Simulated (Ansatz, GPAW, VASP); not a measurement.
**TePb: 3 runs at one level of theory**

```
CELL_PARAMETERS angstrom
0.00000 3.23100 3.23100
3.23100 0.00000 3.23100
3.23100 3.23100 0.00000
ATOMIC_POSITIONS crystal
Pb 0.00000 0.00000 0.00000
Te 0.50000 0.50000 0.50000
```

Alike in all runs: task single point; functional PBE; k mesh 7 × 7 × 7; occupations gaussian, width 0.011 eV; no spin polarisation; no spin-orbit coupling. Pressure is positive in compression and, in plane waves, holds the error of the finite cutoff.

```tsv
program and potentials	plane-wave cutoff (eV)	notes	pressure (GPa)
Ansatz, all-electron LAPW, scalar-relativistic	-	-	?
VASP, PBE PAW files Pb_d, Te, 520 eV	520	-	2.05
GPAW, GPAW PAW data sets (gpaw-data 1.2.1)	600	-	1.83
```

Problem. Estimate from the other rows what the run with Ansatz, all-electron LAPW, scalar-relativistic gave.

Solution. Pressure 2.12 GPa. The other rows, which needn't bracket it: pressure 1.83 to 2.05.
